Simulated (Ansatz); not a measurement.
Write the native input for Ansatz 0.2.0 that does the following.

| Property | Result |
| --- | --- |
| Task | single point |
| Functional | PBE |
| Potentials or basis | Ansatz PAW |
| Cutoff | 300 eV |
| Density cutoff | 1200 eV |
| k mesh | 13 × 13 × 13 |
| Occupations | fermi-dirac, width 0.05 eV |
| Spin | no spin polarisation |

The system is C.

```xyz
2
Lattice="0.0000 1.7834 1.7834 1.7834 0.0000 1.7834 1.7834 1.7834 0.0000" Properties=species:S:1:pos:R:3 pbc="T T T"
C     2.6751    2.6751    2.6751
C     1.7834    1.7834    1.7834
```

This isn't the form of C at room conditions, which is graphite.

One way to write it, as run:

input.yaml

```yaml
crystal:
  lattice:
    - [0.0, 1.78337, 1.78337]
    - [1.78337, 0.0, 1.78337]
    - [1.78337, 1.78337, 0.0]
  atoms:
    - { symbol: C, position: [0.75, 0.75, 0.75] }
    - { symbol: C, position: [0.5, 0.5, 0.5] }
hamiltonian:
  xc: pbe
  pseudopotentials: { kind: paw }
kpoints:
  mp_grid: { grid: [13, 13, 13] }
scf:
  occupations: { method: fermi_dirac, width: 0.05 }
basis:
  ecutwfc: "300 eV"
output:
  forces: true
  stress: true
  eigenvalues: true
```

Potentials or basis: Ansatz PAW.

Command:

```sh
$ ansatz run input.yaml --threads 2 --pin off --max-ram 5120MiB --backend cpu --events-out ev --progress --plain --runs-dir out
```

Results of the run:

```yaml
Pressure: 1.4 GPa
Band_gap_on_the_k_mesh: 4.12 eV, indirect (least direct gap 5.60 eV)
```

Caveat: odd divisions of the mesh miss points on the zone boundary, where band edges often lie, so the gap on the mesh can be too wide; the pressure holds a Pulay correction of +15.2 GPa for the finite cutoff; the cutoff lies under the one recommended for these potentials.

It took 0.26 s on 2 threads of Arm Neoverse V2 (shared host), peak memory 0.23 GiB.
